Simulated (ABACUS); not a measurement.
Write the native input for ABACUS 3.10.1 that does the following.

```yaml
Task: single point
Functional: PBEsol
Potentials_or_basis: SPMS ONCV 1.0 PBE
Cutoff: 1102 eV
Density_cutoff: 4408 eV
Basis: plane waves
k_mesh: 8 × 8 × 8
Occupations: fermi-dirac, width 0.05 eV
Spin: no spin polarisation
Radial_cutoff_of_the_potentials_pseudo_rcut: 7 bohr
SCF_threshold_on_the_density: 1e-08
Max_SCF_steps: 100
Eigensolver: dav
Mixing: broyden
Mixing_share: 0.7
Symmetry_key: 1
```

The system is MoS2.

```
Mo S
1.0
     1.58000    0.91221    6.15000
    -1.58000    0.91221    6.15000
     0.00000   -1.82443    6.15000
Mo S
1 2
Direct
  0.00000 0.00000 0.00000
  0.41700 0.41700 0.41700
  0.25000 0.25000 0.25000
```

Measurements of this composition are mostly on another form, of space group No. 194.

One way to write it, as run:

INPUT

```
INPUT_PARAMETERS
suffix              MoS2
calculation         scf
basis_type          pw
pseudo_dir          ./
symmetry            1
dft_functional      pbesol
ecutwfc             81
pseudo_rcut         7
nspin               1
nbands              23
ks_solver           dav
smearing_method     fd
smearing_sigma      0.00367493
scf_thr             1e-08
scf_nmax            100
mixing_type         broyden
mixing_beta         0.7
cal_force           1
cal_stress          1
out_chg             1
out_pot             2
out_elf             1
```

STRU

```
ATOMIC_SPECIES
Mo 95.9500 42_Mo_14_2.0_2.6_pbe_n_v1.0.upf
S 32.0600 16_S_6_1.8_1.9_pbe_n_v1.0.upf

LATTICE_CONSTANT
1.8897261246

LATTICE_VECTORS
1.5800000000 0.9122134253 6.1500000000
-1.5800000000 0.9122134253 6.1500000000
0.0000000000 -1.8244268506 6.1500000000

ATOMIC_POSITIONS
Direct

Mo
0.0
1
0.0000000000 0.0000000000 0.0000000000 1 1 1

S
0.0
2
0.4170000000 0.4170000000 0.4170000000 1 1 1
0.2500000000 0.2500000000 0.2500000000 1 1 1
```

KPT

```
K_POINTS
0
Gamma
8 8 8 0 0 0
```

Potentials or basis: SPMS ONCV 1.0 PBE, plane waves.

Run with:

```console
$ OMP_NUM_THREADS=1 mpirun -np 4 abacus > log
```

Results of the run:

```
Pressure               : 0.7 GPa
Largest force          : 0.306 eV/Å
Band gap on the k mesh : 0.99 eV, indirect (least direct gap 2.04 eV)
```

Caveat: the potentials were made for another functional, which shifts forces and pressure.

Run time: 2.8 min on 4 MPI ranks on AMD EPYC 7R43 64-Core Processor (Zen 3), with other jobs on the host, peak memory 0.4 GiB a rank.
